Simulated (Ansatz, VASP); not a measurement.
Two plane-wave programs on C

```xyz
2
Lattice="0.0000 1.7834 1.7834 1.7834 0.0000 1.7834 1.7834 1.7834 0.0000" Properties=species:S:1:pos:R:3 pbc="T T T"
C     1.7834    1.7834    1.7834
C     2.6751    2.6751    2.6751
```

This isn't the form of C at room conditions, which is graphite.

Alike in both runs: task relaxation of cell and atoms; functional r2SCAN; k mesh 12 × 12 × 12; occupations gaussian, width 0.02 eV; no spin polarisation.

|  | VASP | Ansatz |
| --- | --- | --- |
| version | VASP 6.6.1 | Ansatz 0.2.0 |
| potentials or method | VASP PAW PBE potentials, release 64 (C) | scalar-relativistic, plane waves, PAW |
| plane-wave cutoff (eV) | 600 | 500 |
| valence electrons in the cell | 8 | 8 |

```tsv
	VASP	Ansatz	Ansatz less VASP
gap on the k mesh at the Fermi level, each at its own relaxed structure (eV)	4.35	4.39	+0.031
relaxed volume (Å³/atom)	5.65	5.64	-0.004
relaxed cell length with the largest relative difference (Å)	2.518	2.518	-0.0006
```

Caveats: the PAW data sets were made with another functional, which shifts forces and pressure a little (VASP).
